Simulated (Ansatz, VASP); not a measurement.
**Sn in VASP and in Ansatz**

File POSCAR:

```
Sn
1.0
    3.3357285829      0.0000000000      0.0000000000
    0.0000000000      3.3357285829      0.0000000000
    0.0000000000      0.0000000000      3.3357285829
Sn
1
Direct
    0.0000000000      0.0000000000      0.0000000000
```

File INCAR.step1:

```
ALGO = Normal
EDIFF = 1E-4
ENCUT = 520
GGA = PE
ISMEAR = 0
LASPH = T
LCHARG = F
LREAL = F
LWAVE = T
NBANDS = 13
NELM = 100
PREC = Accurate
SIGMA = 0.1
```

INCAR.step2

```
ALGO = Normal
EDIFF = 1E-6
ENCUT = 520
ISIF = 2
ISMEAR = 0
ISTART = 1
LASPH = T
LCHARG = F
LMIXTAU = T
LREAL = F
LWAVE = F
METAGGA = R2SCAN
NBANDS = 13
NELM = 100
PREC = Accurate
SIGMA = 0.1
```

File KPOINTS:

```
k-points
0
Gamma
  6 6 6
```

Input for Ansatz:

```yaml
crystal:
  lattice:
    - [3.3357285829, 0.0, 0.0]
    - [0.0, 3.3357285829, 0.0]
    - [0.0, 0.0, 3.3357285829]
  atoms:
    - { symbol: Sn, position: [0.0, 0.0, 0.0] }
basis:
  ecutwfc: 500
kpoints:
  mp_grid: { grid: [6, 6, 6] }
hamiltonian:
  xc: r2scan
scf:
  occupations: { method: gaussian, width: 0.1 }
  lower_state_search: "off"
output:
  forces: true
  stress: true
  eigenvalues: true
```

Alike in both runs: task single point; functional r2SCAN; k mesh 6 × 6 × 6; occupations gaussian, width 0.1 eV; no spin polarisation.

```csv
,VASP,Ansatz
version,VASP 6.6.1,Ansatz 0.2.0
potentials or method,"VASP PAW PBE potentials, release 64 (Sn_d)","scalar-relativistic, plane waves, PAW"
plane-wave cutoff (eV),520,500
valence electrons in the cell,14,14
```

```csv
,VASP,Ansatz,Ansatz less VASP
gap on the k mesh at the Fermi level (eV),none,none,-
pressure (GPa),-7.6,-7.6,+0.05
```

A gap of «none» marks a metal or a gap that the smearing closes. The functional is the same, so the differences come from potentials, cutoffs and numerics.

Caveats: the PAW data sets were made with another functional, which shifts forces and pressure a little (VASP).
